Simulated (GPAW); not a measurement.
WS2 (Tungstenite): relaxation of cell and atoms with RPBE

WS2 (Tungstenite):

```
CELL_PARAMETERS angstrom
3.18000 0.00000 0.00000
-1.59000 2.75396 0.00000
0.00000 0.00000 12.50000
ATOMIC_POSITIONS crystal
W 0.66667 0.33333 0.75000
W 0.33333 0.66667 0.25000
S 0.66667 0.33333 0.37500
S 0.33333 0.66667 0.87500
S 0.66667 0.33333 0.12500
S 0.33333 0.66667 0.62500
```

```yaml
Program: GPAW 26.7.0
Task: relaxation of cell and atoms
Functional: RPBE
Potentials_or_basis: the program's PAW data sets (release 1.2.1) made for this functional
Cutoff: 600 eV
Basis: pw
k_mesh: 6 × 6 × 2
Occupations: fermi-dirac, width 0.05 eV
Spin: no spin polarisation
Maxiter: 150
Optimizer: LBFGS
Fmax: 0.05 eV/Å
Max_steps: 60
Convergence: density=1e-06 energy=1e-06 eigenstates=1e-10
```

| Quantity | Value |
| --- | --- |
| Relaxed volume | 23.16 Å³/atom |
| Relaxed cell | a = 3.210 Å, b = 3.210 Å, c = 15.568 Å, α = 90.00°, β = 90.00°, γ = 120.00° |
| Space group after relaxing (to 0.05 Å) | P6_3/mmc (No. 194) |
| Energy gained by relaxing | 46.3 meV/atom |
| Ionic steps | 15 |
| Pressure after relaxing | 0.1 GPa |
| Largest force after relaxing | 0.008 eV/Å |
| Band gap on the k mesh | 1.59 eV, indirect (least direct gap 1.73 eV) |

Forces in eV/Å, atoms in the order of the input:
```
W    0.000  0.000  0.000
W    0.000  0.000  0.000
S    0.000  0.000  0.008
S    0.000  0.000  0.008
S    0.000  0.000 -0.008
S    0.000  0.000 -0.008
```

Stress tensor (GPa, compression positive):
```
0.05 0.00 0.00
0.00 0.05 0.00
0.00 0.00 0.15
```

The path:
```csv
step,energy change (eV),largest force (eV/Å),pressure (GPa),volume (Å³)
1,0.0000,0.2673,5.24,109.47
2,-0.0172,0.1048,4.13,109.94
3,-0.0412,0.2613,1.45,111.36
4,-0.0482,0.3123,0.86,111.93
5,-0.0776,0.3688,-0.94,114.76
6,-0.0964,0.2499,-1.37,116.87
7,-0.1077,0.0531,-0.94,118.12
8,-0.1140,0.0710,-0.39,118.45
9,-0.1263,0.2350,0.54,118.90
10,-0.1486,0.3948,1.63,119.97
11,-0.1874,0.4779,2.54,122.59
12,-0.2249,0.3819,2.35,125.95
13,-0.2546,0.2014,1.47,130.02
14,-0.2713,0.0566,0.54,134.68
15,-0.2777,0.0083,0.09,138.96
```

Final structure:
```
CELL_PARAMETERS angstrom
3.21043 0.00000 0.00000
-1.60521 2.78031 0.00000
0.00000 0.00000 15.56771
ATOMIC_POSITIONS crystal
W 0.66667 0.33333 0.75000
W 0.33333 0.66667 0.25000
S 0.66667 0.33333 0.35114
S 0.33333 0.66667 0.85114
S 0.66667 0.33333 0.14886
S 0.33333 0.66667 0.64886
```

Levels at points of the mesh, in eV from the valence-band top:
```
           k point  band 22  band 23  band 24  band 25  band 26  band 27  band 28  band 29  band 30  band 31
(0.00, 0.00, 0.00)    -1.77    -1.77    -1.77    -0.28     0.00     2.66     2.66     2.66     2.66     2.80
(0.00, 0.00, 0.50)    -1.77    -1.77    -1.77    -0.13    -0.13     2.66     2.66     2.66     2.66     2.80
(0.50, 0.50, 0.00)    -2.24    -1.47    -1.46    -1.06    -1.05     2.59     2.59     3.02     3.06     3.77
(0.50, 0.50, 0.50)    -2.24    -1.46    -1.46    -1.06    -1.06     2.59     2.59     3.04     3.04     3.85
```

It took 7.3 min on 1 thread of Intel(R) Xeon(R) 6975P-C (Granite Rapids), with other jobs on the host, peak memory 0.36 GiB.

Caveat: the k mesh is coarse; later steps reuse the first step's grids; the volume moved by over 15 % at a fixed basis, so the end points are rough; spin-orbit coupling is left out, which moves the levels of the heavy elements; this functional lacks dispersion, which binds the layers, so the pressure and a relaxed spacing across them are unreliable, and here the layers came unbound; the volume moved by +27 % from the deposited cell, more than functionals usually miss. RPBE and its kin give volumes clearly too large for solids.
